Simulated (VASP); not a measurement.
Set up this calculation in VASP 6.6.1, as the native input.

| Quantity | Value |
| --- | --- |
| Task | single point |
| Functional | PBE |
| Potentials or basis | VASP PAW PBE potentials, release 64 (S) |
| Cutoff | 520 eV |
| k mesh | 18 × 18 × 10 |
| Occupations | gaussian, width 0.1 eV |
| Spin | no spin polarisation |
| Dipole correction | no |
| Further INCAR settings | ALGO = Normal; EDIFF = 1e-06; NBANDS = 9 |

The structure of S lies in POSCAR:

```
S
1.0
    2.4112521229      0.0000000000      0.0000000000
    0.0000000000      2.4112521229      0.0000000000
    0.0000000000      0.0000000000      4.5182360982
S
1
Direct
    0.0000000000      0.0000000000      0.0000000000
```

This isn't the form of S at room conditions, which is orthorhombic, of S8 rings.

The cell isn't the ideal one: O replaced by S, lengths x 1.355, strained and moved within the space group.

The input as run:

INCAR

```
PREC = Accurate
ENCUT = 520
EDIFF = 1E-6
ISMEAR = 0
SIGMA = 0.1
LREAL = False
LASPH = True
NELM = 60
ALGO = Normal
ISIF = 2
LWAVE = False
LCHARG = False
GGA = PE
NBANDS = 9
```

KPOINTS

```
regular mesh
0
Gamma
  18 18 10
```

Potentials or basis: VASP PAW PBE potentials, release 64 (S).

Run with:

```sh
$ cat potpaw_PBE.64/S/POTCAR > POTCAR
$ mpirun -np 1 vasp_std > vasp.out
```

Results of the run:

The pressure is -2.5 GPa and the band gap on the k mesh is none (metal or under the smearing width).

Run time: 30 s on 1 thread of Intel(R) Xeon(R) 6975P-C (Granite Rapids), with other jobs on the host, peak memory 0.17 GiB.
